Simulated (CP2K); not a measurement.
The system is Zn.

```
Zn
1.0
     2.77861    0.00000    0.00000
     1.38931    2.40635    0.00000
     1.38931    0.80212    2.26873
Zn
1
Direct
  0.00000 0.00000 0.00000
```

This isn't the form of Zn at room conditions, which is hcp.

Program: CP2K 2026.2. Alike in all runs: no spin polarisation; cell as given; k mesh 12 × 12 × 12. Hardware: 1 thread of Arm Neoverse V2, on a shared host.

Task: Order these runs on this cell by their wall time, lowest first.
A. task band structure; level PBEsol; potentials or basis POTENTIAL_UZH Zn GTH-PBE-q12; TZVP-MOLOPT-PBE-GTH basis; smearing fermi-dirac 0.1 eV; NGRIDS 4; basis sets Zn TZVP-MOLOPT-PBE-GTH-q12; potentials Zn GTH-PBE-q12 of POTENTIAL_UZH; ADDED_MOS [8]; points a segment of the path (NPOINTS) 10
B. task single point; level PBE; potentials or basis POTENTIAL_UZH Zn GTH-PBE-q12; ccGRB-D basis; smearing fermi-dirac 0.05 eV; NGRIDS 5; basis sets Zn ccGRB-D-q12; potentials Zn GTH-PBE-q12 of POTENTIAL_UZH; ADDED_MOS [8]
C. task single point; level PBE; potentials or basis POTENTIAL_UZH Zn GTH-PBE-q12; TZV2P-MOLOPT-PBE-GTH basis; smearing fermi-dirac 0.05 eV; NGRIDS 5; basis sets Zn TZV2P-MOLOPT-PBE-GTH-q12; potentials Zn GTH-PBE-q12 of POTENTIAL_UZH; ADDED_MOS [8]
D. task single point; level PBE; potentials or basis GTH_POTENTIALS Zn GTH-PBE-q12; SZV-MOLOPT-SR-GTH basis; smearing fermi-dirac 0.05 eV; NGRIDS 5; basis sets Zn SZV-MOLOPT-SR-GTH-q12; potentials Zn GTH-PBE-q12 of GTH_POTENTIALS; ADDED_MOS [3]

Result: D (12 s), B (34 s), A (130 s), C (260 s).
